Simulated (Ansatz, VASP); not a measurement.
## IrRu in two plane-wave programs

One calculation is typed for both programs; each brings its own data sets. How far apart do they land? Other levels of theory on this material are compared in a session of their own. Valence electrons are named where the data sets of a main pair hold unlike numbers.

Program: Ansatz 0.2.0. Level of theory: plane waves, with VASP 6.6.1 beside it; single point at PBEsol, spin-orbit coupling. Results are calculated unless marked as measured.

**1. The structure**

The cell holds 6 atoms: 3 Ir and 3 Ru. Cell: a = 2.725 Å, b = 2.725 Å, c = 25.827 Å, α = 90.0°, β = 90.0°, γ = 120.0°. It derives from IrRu. The (0 0 1) slab of IrRu, cut from the database cell (so at first; earlier steps may have moved the atoms). Vacuum lies along c.

**2. Ansatz: single point, PBEsol, spin-orbit coupling**

Ansatz runs on its fully relativistic PAW (standard-fr) files.

A single point gives forces, pressure and levels at one fixed geometry, so differences don't come from the geometry; what else differs is listed under the comparison.

Contents of input.yaml:

```yaml
crystal:
  lattice:
    - [2.724911084, 0.0, 0.0]
    - [-1.362455542, 2.3598422218, 0.0]
    - [0.0, 0.0, 25.8267441115]
  atoms:
    - { symbol: Ir, position: [0.0, 0.0, 0.29039665] }
    - { symbol: Ir, position: [0.0, 0.0, 0.45807933] }
    - { symbol: Ir, position: [0.0, 0.0, 0.62576201] }
    - { symbol: Ru, position: [0.66666667, 0.33333334, 0.37423799] }
    - { symbol: Ru, position: [0.66666667, 0.33333334, 0.54192067] }
    - { symbol: Ru, position: [0.66666667, 0.33333334, 0.70960335] }
hamiltonian:
  xc: pbesol
  pseudopotentials: { kind: paw_fr }
magnetization:
  noncollinear: true
  spin_orbit: true
kpoints:
  mp_grid: { grid: [12, 12, 1] }
scf:
  occupations: { method: gaussian, width: 0.05 }
  n_extra_bands: 10
efield:
  axis: 3
  dipole_correction: true
  ramp_width: 0.04
output:
  forces: true
  eigenvalues: true
```

The run is started by

```
> ansatz run input.yaml --threads 4 --pin off --max-ram 9216MiB --backend cpu --events-out ev --progress --plain --runs-dir out
```

Numbers of over 12 decimals in the logs are rounded to 6 here.

The program printed:

```text
scf.n_extra_bands = 10 over 99 filled bands (N_el = 99.0): the run solves 109 bands
Engine: ansatz 0.2.0, aarch64-unknown-linux-gnu
Pseudopotentials: kind: paw_fr
Pseudopotential: Ir, paw_fr, valence charge 17, recommended cutoff 420 eV (normal), Ir.paw.azcp#standard-fr
Pseudopotential: Ru, paw_fr, valence charge 16, recommended cutoff 420 eV (normal), Ru.paw.azcp#standard-fr
Functional definition: PBEsol
  exchange = pbesol_x
  correlation = pbesol_c
non-collinear run that drives no moment, with spin-orbit: no starting moment large enough to seed its density (crystal.atoms[].spin), no starting occupations that ask for one, no magnetisation constraint and no magnetic field, so the semilocal B_xc is pinned to zero
Crystal: 6 atoms, lattice volume = 166.075 Å³
Basis set: ecut = 420 eV, 3285 PW (Γ), exchange–correlation on 40×40×360 points (8 copies of the dense FFT grid, shifted against one another)
Bands: 109, of which v1, the nominal top of the filled ones, is band 99 counted from 1 (98 counted from 0)
Symmetry: 6 space group operations + 6 with time reversal
Space group: P3m1 (ITA 156), of the structure as read, at distance tolerance 5.5e-5 Å
k-points: 19 of 144 (time reversal used)
Projection manifold: j_resolved (fully-relativistic pseudo-atomic orbitals)
Non-local potential: Ir, projectors of the file, l = 0: 3, l = 1: 4, l = 2: 4, l = 3: 2
Non-local potential: Ru, projectors of the file, l = 0: 3, l = 1: 4, l = 2: 4, l = 3: 2
PAW form: soft (Blöchl's): semilocal exchange-correlation on the pseudo side does not see the compensation charge
PAW frozen core: Ir, regenerated for the run's functional, and the local potential with it (the file was generated under x = pbe(κ = 0.804, μ = 0.219515), c = pbe(β = 0.066725))
PAW frozen core: Ru, regenerated for the run's functional, and the local potential with it (the file was generated under x = pbe(κ = 0.804, μ = 0.219515), c = pbe(β = 0.066725))
PAW one-centre angular grid: Ir, 590 points (default); XC on 64 Gauss nodes
PAW one-centre angular grid: Ru, 590 points (default); XC on 64 Gauss nodes
Initial density: superposition of atomic densities (neutral atoms: chi_scale 0, normalization atom)
Initial wavefunctions: pseudopotential atomic-orbital guess
Functional: x = pbesol(κ = 0.804, μ = 0.123457), c = pbesol(β = 0.046)
SCF iter   1: F=—  HF=-52946.875082 eV  |F-HF|=—  |Δ(HF+E_count)|=         —  Δρ=9.64e-2  dr2=4.12e1  dr2_m=0.00e0 (ungated)  ethr=3.10e-3  |M|=0.00e0 ∫|m|=0.00e0 μB  |m|>n=0.0e0 m-floor=0.0e0 τ_xc=0.0e0  β_m=1.00  p=0.000 e·Å  D=6.16e-7 V/Å  ΔV_dip=-0.00 eV  dr2_dipole=1.55e1  V_vac-E_F(+/−)=6.11/6.11 eV  ⟨swp⟩=8.3  Hψ=11301  notcnv=0
efield: sawtooth ramp at fractional position 0.9800 (placed from the atoms, in the widest stretch of the axis that holds none; the zero of the levels goes with the place), width 0.0400; the density the first Hamiltonian is built on has a dipole p = 0.000 e·Å; the dipole correction subtracts the counter field D = 6.16e-7 V/Å, which shifts the + side's vacuum level by -0.00 eV against the − side's; the planar-averaged density in the ramp window peaks in size at 3.2e-6 e/Å³
preconditioner: auto → LDOS  [metal: Δε(μ)=0.029 eV  Ē_g=4.943 eV  σ=0.050 eV  W_gap=0.31  n_scr=20 (ndim 8)  ℏωp=20.6 eV  f_vac=0.445  D(μ)=7.34/eV (n_scr^D=64)  β→1.0]
spin=Noncollinear: LDOS preconditioning applied to the charge; magnetization (m_x, m_y, m_z) channels mix plain (no charge-response kernel on spin).
SCF iter   2: F=—  HF=-52945.107413 eV  |F-HF|=—  |Δ(HF+E_count)|=    1.77e0  Δρ=7.33e-2  dr2=2.23e1  dr2_m=0.00e0 (ungated)  ethr=3.10e-3  |M|=0.00e0 ∫|m|=0.00e0 μB  |m|>n=0.0e0 m-floor=0.0e0 τ_xc=0.0e0  β_m=0.78  p=-0.015 e·Å  D=-1.64e-2 V/Å  ΔV_dip=0.42 eV  dr2_dipole=6.28e0  V_vac-E_F(+/−)=5.78/5.36 eV  ⟨swp⟩=3.7  Hψ=5368  notcnv=0  defer=59
SCF iter   3: F=—  HF=-52942.960222 eV  |F-HF|=—  |Δ(HF+E_count)|=    2.15e0  Δρ=1.67e-2  dr2=1.25e0  dr2_m=0.00e0 (ungated)  ethr=3.10e-3  |M|=0.00e0 ∫|m|=0.00e0 μB  |m|>n=0.0e0 m-floor=0.0e0 τ_xc=0.0e0  β_m=0.71  p=0.013 e·Å  D=1.41e-2 V/Å  ΔV_dip=-0.36 eV  dr2_dipole=2.97e-1  V_vac-E_F(+/−)=5.48/5.85 eV  ⟨swp⟩=2.6  Hψ=4589  notcnv=0  defer=70
SCF iter   4: F=—  HF=-52942.836418 eV  |F-HF|=—  |Δ(HF+E_count)|=   1.24e-1  Δρ=4.36e-3  dr2=1.05e-1  dr2_m=0.00e0 (ungated)  ethr=1.27e-3  |M|=0.00e0 ∫|m|=0.00e0 μB  |m|>n=0.0e0 m-floor=0.0e0 τ_xc=0.0e0  β_m=0.59  p=0.007 e·Å  D=8.05e-3 V/Å  ΔV_dip=-0.21 eV  dr2_dipole=1.02e-2  V_vac-E_F(+/−)=5.42/5.63 eV  ⟨swp⟩=2.9  Hψ=3602  notcnv=0  defer=71
SCF iter   5: F=—  HF=-52942.825206 eV  |F-HF|=—  |Δ(HF+E_count)|=   1.12e-2  Δρ=1.60e-3  dr2=9.85e-3  dr2_m=0.00e0 (ungated)  ethr=1.06e-4  |M|=0.00e0 ∫|m|=0.00e0 μB  |m|>n=0.0e0 m-floor=0.0e0 τ_xc=0.0e0  β_m=0.57  p=0.009 e·Å  D=9.36e-3 V/Å  ΔV_dip=-0.24 eV  dr2_dipole=3.76e-3  V_vac-E_F(+/−)=5.40/5.64 eV  ⟨swp⟩=2.5  Hψ=3568  notcnv=0  defer=71
SCF iter   6: F=—  HF=-52942.825383 eV  |F-HF|=—  |Δ(HF+E_count)|=   1.77e-4  Δρ=4.37e-4  dr2=5.49e-4  dr2_m=0.00e0 (ungated)  ethr=9.95e-6  |M|=0.00e0 ∫|m|=0.00e0 μB  |m|>n=0.0e0 m-floor=0.0e0 τ_xc=0.0e0  β_m=0.53  p=0.008 e·Å  D=8.77e-3 V/Å  ΔV_dip=-0.23 eV  dr2_dipole=7.91e-5  V_vac-E_F(+/−)=5.38/5.61 eV  ⟨swp⟩=2.3  Hψ=3153  notcnv=0  defer=71
SCF iter   7: F=—  HF=-52942.825416 eV  |F-HF|=—  |Δ(HF+E_count)|=   3.30e-5  Δρ=1.40e-4  dr2=8.60e-5  dr2_m=0.00e0 (ungated)  ethr=5.54e-7  |M|=0.00e0 ∫|m|=0.00e0 μB  |m|>n=0.0e0 m-floor=0.0e0 τ_xc=0.0e0  β_m=0.57  p=0.008 e·Å  D=8.31e-3 V/Å  ΔV_dip=-0.21 eV  dr2_dipole=1.39e-6  V_vac-E_F(+/−)=5.37/5.59 eV  ⟨swp⟩=2.9  Hψ=3887  notcnv=0  defer=71
SCF iter   8: F=—  HF=-52942.825556 eV  |F-HF|=—  |Δ(HF+E_count)|=   1.40e-4  Δρ=4.95e-5  dr2=2.25e-5  dr2_m=0.00e0 (ungated)  ethr=8.69e-8  |M|=0.00e0 ∫|m|=0.00e0 μB  |m|>n=0.0e0 m-floor=0.0e0 τ_xc=0.0e0  β_m=0.58  p=0.007 e·Å  D=7.81e-3 V/Å  ΔV_dip=-0.20 eV  dr2_dipole=1.93e-8  V_vac-E_F(+/−)=5.37/5.57 eV  ⟨swp⟩=2.5  Hψ=3366  notcnv=0  defer=71
SCF iter   9: F=—  HF=-52942.825557 eV  |F-HF|=—  |Δ(HF+E_count)|=   7.27e-7  Δρ=2.30e-5  dr2=2.51e-6  dr2_m=0.00e0 (ungated)  ethr=2.27e-8  |M|=0.00e0 ∫|m|=0.00e0 μB  |m|>n=0.0e0 m-floor=0.0e0 τ_xc=0.0e0  β_m=0.64  p=0.007 e·Å  D=7.50e-3 V/Å  ΔV_dip=-0.19 eV  dr2_dipole=9.65e-8  V_vac-E_F(+/−)=5.36/5.56 eV  ⟨swp⟩=2.3  Hψ=2902  notcnv=0  defer=71
SCF iter  10: F=—  HF=-52942.825557 eV  |F-HF|=—  |Δ(HF+E_count)|=   4.34e-7  Δρ=9.33e-6  dr2=9.31e-7  dr2_m=0.00e0 (ungated)  ethr=2.54e-9  |M|=0.00e0 ∫|m|=0.00e0 μB  |m|>n=0.0e0 m-floor=0.0e0 τ_xc=0.0e0  β_m=0.57  p=0.007 e·Å  D=7.40e-3 V/Å  ΔV_dip=-0.19 eV  dr2_dipole=3.92e-8  V_vac-E_F(+/−)=5.36/5.55 eV  ⟨swp⟩=2.7  Hψ=3362  notcnv=0  defer=71
SCF iter  11: F=-52942.825557 eV  HF=-52942.825557 eV  |F-HF|=6.57e-9  |Δ(HF+E_count)|=   1.90e-8  Δρ=3.49e-6  dr2=7.24e-8  dr2_m=0.00e0 (ungated)  ethr=1.01e-10  |M|=0.00e0 ∫|m|=0.00e0 μB  |m|>n=0.0e0 m-floor=0.0e0 τ_xc=0.0e0  p=0.007 e·Å  D=7.35e-3 V/Å  ΔV_dip=-0.19 eV  dr2_dipole=1.93e-9  V_vac-E_F(+/−)=5.36/5.55 eV  ⟨swp⟩=10.5  Hψ=11227  notcnv=0
SCF 1 converged in 11 iterations: F = -52942.825557 eV  dr2 = 7.24e-8
  greatest PAW one-centre occupation: 1.000 electrons in one spin orbital (limit 2), on the Ir atom at site 1 (counted from 0), in its partial waves of l = 0
SCF converged after 11 iterations
Magnetization: |M| = 0.0000 μB,  M = (+0.0000, +0.0000, +0.0000) μB
Absolute magnetization: 0.0000 μB (∫|m|)
  site 0: m = (+0.0000, +0.0000, +0.0000) μB, |m| = 0.0000 μB  (R = 1.10 Å)
  site 1: m = (+0.0000, +0.0000, +0.0000) μB, |m| = 0.0000 μB  (R = 1.10 Å)
  site 2: m = (+0.0000, +0.0000, +0.0000) μB, |m| = 0.0000 μB  (R = 1.10 Å)
  site 3: m = (+0.0000, +0.0000, +0.0000) μB, |m| = 0.0000 μB  (R = 1.10 Å)
  site 4: m = (+0.0000, +0.0000, +0.0000) μB, |m| = 0.0000 μB  (R = 1.10 Å)
  site 5: m = (+0.0000, +0.0000, +0.0000) μB, |m| = 0.0000 μB  (R = 1.10 Å)
Free energy (F): -52942.825557 eV
Harris-Foulkes:  -52942.825557 eV  (|F-HF|=6.57e-9)
Internal energy: -52942.816726 eV  (E = F + TS)
E sigma→0 (E₀):  -52942.821142 eV
Entropy (-TS):   -0.008831 eV (-1.472 meV/atom)
Fermi energy:    9.639894 eV
Dipole field:    D = 0.007281 V/Å  (p = 0.006683 e·Å, saw-weighted, corrected)
Work function:   Φ+ = 5.3637 eV   Φ− = 5.5518 eV
Levels:          The Fermi level and band energies are counted from a zero that moves with the ramp; work functions are not
--- Per-component energies (eV) ---
  E_band       = -1904.620339
  E_kinetic    = 3398.618862
  E_local      = -156289.511480  (includes V_loc(G=0)·N_el)
  E_nonlocal   = 1238.554400
  E_hartree    = 76358.720771
  E_xc         = -1361.791842
  E_vxc        = -1607.320370  (∫ρ·V_xc dr)
  E_paw        = -37542.639359  (= ΣΔE_a)
  E_vpaw       = -1362.422008  (= ΣTr[D̂ρ^β])
  E_aug_tail   = -0.000416  (compensation charges beyond the density's cutoff)
  E_efield     = 0.000024  (sawtooth field / dipole correction)
  E_vefield    = 0.023698  (∫n·V_field dr)
  E_ewald      = 61253.656727
  E_core_change = 1.575587  (= ΣΔE_core)
  E_smearing   = -0.008831  (= −TS)
  E_closure    = -0.000000  (closes the sum)
  Σ components = -52942.825557   (vs F -52942.825557, Δ=0.00e0)
--- Forces (eV/Å), atoms counted from 1 ---
  atom   1  Ir     0.00000000    -0.00000000     0.77860740
  atom   2  Ir    -0.00000000    -0.00000000    -0.02245422
  atom   3  Ir     0.00000000    -0.00000000     0.45392753
  atom   4  Ru    -0.00000000     0.00000000    -0.54964889
  atom   5  Ru     0.00000000     0.00000000     0.01728897
  atom   6  Ru    -0.00000000     0.00000000    -0.67765323
  max |Σ_I F_I| component: 6.76e-5 eV/Å
--- Band table (eV; the first three rows and the last of 19) ---
  k-point 0: bands = [... 95 lower, 8.0800, 8.2109, 8.2109, 8.7268, 8.7268, 8.9046, 8.9046, 9.3616, ... 6 higher]
  k-point 1: bands = [... 95 lower, 8.0558, 8.1224, 8.1437, 8.5567, 8.6339, 8.7872, 8.7994, 8.9332, ... 6 higher]
  k-point 2: bands = [... 95 lower, 7.9766, 8.1618, 8.2219, 8.3881, 8.3963, 8.6160, 8.6635, 8.8103, ... 6 higher]
  k-point 18: bands = [... 95 lower, 9.8544, 9.8739, 9.9963, 10.0258, 10.1052, 10.1761, 10.2619, 10.2879, ... 6 higher]
```

Run time: 49 s. Hardware: 4 threads of Arm Neoverse V1, shared host; peak memory 1.8 GiB; 3.3 min of CPU time.

[end of part 1 of 2]

[Lines on the potential files, build, host, timing and source positions are cut from VASP's logs without a mark.]

[Logs are printed without paths, hosts, clocks, repeated set-up lines and the standing remarks that a program may print on its own settings, such as how far it seeks lower states.]

[Hosts, paths, dates, database ids (printed as entryN), source tags and the programs' standing remarks are cut or masked in the printed files.]
